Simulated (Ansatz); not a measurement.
Crystal: W.

```
W
1.0
     0.00000    2.03000    2.03000
     2.03000    0.00000    2.03000
     2.03000    2.03000    0.00000
W
1
Direct
  0.00000 0.00000 0.00000
```

This isn't the form of W at room conditions, which is bcc.

```yaml
Program: Ansatz 0.2.0
Task: relaxation of cell and atoms
Functional: PBE
Potentials_or_basis: Ansatz PAW
Cutoff: "420 eV (not typed: the program's choice for these potentials)"
k_mesh: 11 × 11 × 11
Occupations: fermi-dirac, width 0.05 eV
Spin: no spin polarisation
```

At the start: volume 16.73 Å³/atom.

Question: How do energy, volume and symmetry change on relaxing?

Answer: It ends after 4 steps and the volume is 16.45 Å³/atom (-1.7 %); space group Fm-3m (No. 225, to 0.05 Å).

The path:
```csv
step,energy change (eV),largest force (eV/Å),volume (Å³)
1,0.0000,0.0000,16.73
2,-0.0044,0.0000,16.47
3,-0.0045,0.0000,16.45
4,-0.0044,0.0000,16.45
```

Final structure:
```yaml
crystal:
  lattice:
    - [0.00000, 2.01838, 2.01838]
    - [2.01838, 0.00000, 2.01838]
    - [2.01838, 2.01838, 0.00000]
  atoms:
    - { symbol: W, position: [0.00000, 0.00000, 0.00000] }
```

Caveat: the plane-wave basis is chosen anew once the cell has moved, so the energies of steps on either side of that aren't comparable.
